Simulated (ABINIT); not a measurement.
Input of an ABINIT 10.8.3 (patched build) run:

run.abi

```
ndtset 2

pp_dirpath "./"
pseudos "Cu.upf"

acell 2.4865546998 2.4865546998 2.4865546998 Angstrom
rprim
     0.0000000000     0.7071067812     0.7071067812
     0.7071067812     0.0000000000     0.7071067812
     0.7071067812     0.7071067812     0.0000000000
ntypat 1
znucl 29
natom 1
typat 1
chkprim 0
chksymtnons 0
tolsym 1.0e-6
xred
            0.0            0.0            0.0

ecut 42.0
ecutsm 0.5

ngkpt 20 20 20
nshiftk 1
shiftk 0.0 0.0 0.0

ixc 7

nband 18
occopt 4
tsmear 0.00734986

nstep 80

prteig 0
prtebands 0
prtwf 0
prtden 0
prtpot 0

kptopt1 1
tolvrs1 1.0e-15
prtwf1 1
tolwfr1 1.0e-14
nbdbuf1 4
nline1 6

rfphon2 1
rfstrs2 3
rfatpol2 1 1
rfdir2 1 1 1
getwfk2 1
kptopt2 2
nqpt2 1
qpt2 0.0 0.0 0.0
tolvrs2 1.0e-9
```

File mrgddb.in:

```
merged_DDB
Cu
2
runo_DS1_DDB
runo_DS2_DDB
```

File anaddb.abi:

```
ddb_filepath "merged_DDB"
output_file "anaddb.abo"
outdata_prefix "ana"
asr 2
chneut 0
dipdip 0
dieflag 0
enunit 0
elaflag 3
instrflag 1
eivec 1
nph1l 1
qph1l 0.0 0.0 0.0 1.0
```

Potentials or basis: PseudoDojo NC SR LDA v0.4.1 standard.

Command:

```sh
$ mpirun --bind-to none -np 4 abinit run.abi > log 2>&1
$ mrgddb < mrgddb.in > mrgddb.log 2>&1
$ anaddb anaddb.abi > anaddb.log 2>&1
```

Problem. What does it give for the band gap on the k mesh?

Solution. None (metal or under the smearing width).

Caveat: the mesh is coarse for a metal's response.
